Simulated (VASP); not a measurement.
FeSi23 (a cell with a defect), 24 atoms in the cell. The cell holds a defect, 24 atoms: a = 11.534 Å, b = 7.689 Å, c = 7.689 Å, α = 60.00°, β = 60.00°, γ = 60.00°. 

| Item | Value |
| --- | --- |
| Program | VASP 6.6.1 |
| Task | single point |
| Functional | PBEsol |
| Potentials or basis | VASP PAW PBE potentials, release 64 (Fe, Si) |
| Cutoff | 350 eV |
| k mesh | 2 × 3 × 3 |
| Occupations | gaussian, width 0.03 eV |
| Spin | collinear spin, ferromagnetic start |
| Starting moments | [4.0, 0.0, 0.0, 0.0, 0.0, 0.0, 0.0, 0.0, 0.0, 0.0, 0.0, 0.0, 0.0, 0.0, 0.0, 0.0, 0.0, 0.0, 0.0, 0.0, 0.0, 0.0, 0.0, 0.0] μB |
| Hubbard terms | Fe d U = 4 eV |
| Dq | 0 |
| Further INCAR settings | LREAL = Auto; ALGO = Normal; EDIFF = 1e-05 |

Potentials or basis: VASP PAW PBE potentials, release 64 (Fe, Si).

The run is started by

```sh
$ cat potpaw_PBE.64/Fe/POTCAR potpaw_PBE.64/Si/POTCAR > POTCAR
$ mpirun -np 4 vasp_std > vasp.out
```

Hardware: 4 MPI ranks on AMD EPYC 9R45 (Zen 5), on a shared host.

Q: How long does it take, and how much memory?

A: Wall time 2.8 min on 4 MPI ranks on AMD EPYC 9R45 (Zen 5), with other jobs on the host, peak memory 0.59 GiB a rank. Counts: scf iterations 24, k points 8.
